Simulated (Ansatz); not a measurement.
Structure types of W were relaxed at one common pressure (all-electron LAPW in Ansatz 0.2.0 under PBE, scalar-relativistic, no spin polarisation, zero temperature). They take these volumes:

| type | space group | V (Å³/atom) |
| --- | --- | --- |
| fcc | Fm-3m | 8.34 |
| bcc | Im-3m | 8.46 |
| hcp | P6_3/mmc | 8.34 |
| diamond | Fd-3m | 10.00 |
| omega | P6/mmm | 8.39 |

Task: At about which pressure, and is the densest type also the lowest in enthalpy?

Result: 700 GPa. The densest types tie within 0.02 Å³/atom, and bcc is the lowest in enthalpy.
